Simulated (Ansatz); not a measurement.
# VSi31: the cost of one run

All numbers below are computed with Ansatz 0.2.0 (DFT PBEsol, scalar-relativistic, plane waves, PAW).

5 further runs of the same task are left out: 5 set aside as unsound or not needed. Runs told in other sessions of the task aren't counted.

## 1. The system as given

The cell holds 32 atoms (Si31V): a = 9.412 Å, b = 9.412 Å, c = 9.412 Å, α = 109.47°, β = 109.47°, γ = 109.47°.

The coordinates of this cell stand in the input of its own run.

The host was relaxed before at PBEsol: a = 5.434 Å, b = 5.434 Å, c = 5.434 Å, α = 90.00°, β = 90.00°, γ = 90.00° (conventional cell), 20.055 Å³/atom.

Places, in fractions of the supercell: V in place of Si at (0.000, 0.250, 0.000). The start keeps the symmetry of the ideal site.

Earlier runs gave the host's free energy in this supercell, -19887.676 eV, the gap of its unit cell over the zone, 0.46 eV, and ε0 = 13.29.

## 2. Charge 0, atoms relaxed

The input, input.yaml:

```yaml
crystal:
  lattice:
    - [-5.4338341616, -5.4338341616, 5.4338341616]
    - [5.4338341616, 5.4338341616, 5.4338341616]
    - [-5.4338341616, 5.4338341616, -5.4338341616]
  atoms:
    - { symbol: V, position: [0.0, 0.25, 0.0], spin: 2.0 }
    - { symbol: Si, position: [0.25, 0.25, 0.75] }
    - { symbol: Si, position: [0.0, 0.5, 0.75] }
    - { symbol: Si, position: [0.5, 0.25, 0.5] }
    - { symbol: Si, position: [0.25, 0.5, 0.5] }
    - { symbol: Si, position: [0.0, 0.75, 0.5] }
    - { symbol: Si, position: [0.75, 0.25, 0.25] }
    - { symbol: Si, position: [0.5, 0.5, 0.25] }
    - { symbol: Si, position: [0.25, 0.75, 0.25] }
    - { symbol: Si, position: [0.0, 0.0, 0.25] }
    - { symbol: Si, position: [0.75, 0.5, 0.0] }
    - { symbol: Si, position: [0.5, 0.75, 0.0] }
    - { symbol: Si, position: [0.25, 0.0, 0.0] }
    - { symbol: Si, position: [0.75, 0.75, 0.75] }
    - { symbol: Si, position: [0.5, 0.0, 0.75] }
    - { symbol: Si, position: [0.75, 0.0, 0.5] }
    - { symbol: Si, position: [0.0, 0.0, 0.0] }
    - { symbol: Si, position: [0.25, 0.0, 0.75] }
    - { symbol: Si, position: [0.0, 0.25, 0.75] }
    - { symbol: Si, position: [0.5, 0.0, 0.5] }
    - { symbol: Si, position: [0.25, 0.25, 0.5] }
    - { symbol: Si, position: [0.0, 0.5, 0.5] }
    - { symbol: Si, position: [0.75, 0.0, 0.25] }
    - { symbol: Si, position: [0.5, 0.25, 0.25] }
    - { symbol: Si, position: [0.25, 0.5, 0.25] }
    - { symbol: Si, position: [0.0, 0.75, 0.25] }
    - { symbol: Si, position: [0.75, 0.25, 0.0] }
    - { symbol: Si, position: [0.5, 0.5, 0.0] }
    - { symbol: Si, position: [0.25, 0.75, 0.0] }
    - { symbol: Si, position: [0.75, 0.5, 0.75] }
    - { symbol: Si, position: [0.5, 0.75, 0.75] }
    - { symbol: Si, position: [0.75, 0.75, 0.5] }
  host:
    lattice:
      - [0.0, 2.7169170808, 2.7169170808]
      - [2.7169170808, 0.0, 2.7169170808]
      - [2.7169170808, 2.7169170808, 0.0]
    atoms:
      - { symbol: Si, position: [0.25, 0.25, 0.25] }
      - { symbol: Si, position: [0.0, 0.0, 0.0] }
basis:
  ecutwfc: 420
  xc_grid: 2
kpoints:
  mp_grid: { grid: [2, 2, 2], shift: [0.5, 0.5, 0.5] }
hamiltonian:
  xc: pbesol
scf:
  occupations: { method: gaussian, width: 0.02 }
  lower_state_search: "off"
output:
  forces: true
  stress: false
  eigenvalues: true
  populations: true
  charged_corrections:
    defect_position: [0.0, 0.25, 0.0]
    epsilon: [[13.2946, 0.0, 0.0], [0.0, 13.2946, 0.0], [0.0, 0.0, 13.2946]]
  write_density: true
  write_potential: true
  elf: true
  volumetric_format: npy
magnetization:
  spin_polarized: true
relax:
  adjacent_minimum: "off"
  f_tol: 0.03
  max_steps: 40
```

Run with:

```sh
ansatz run input.yaml --threads 8 --pin off --max-ram 16384MiB --backend cpu --events-out ev --progress --plain --runs-dir out
```

What time and memory should one allow on 8 threads of AMD EPYC 7B13 (Zen 3), shared host?

About 22 s, with a peak of 1.7 GiB.
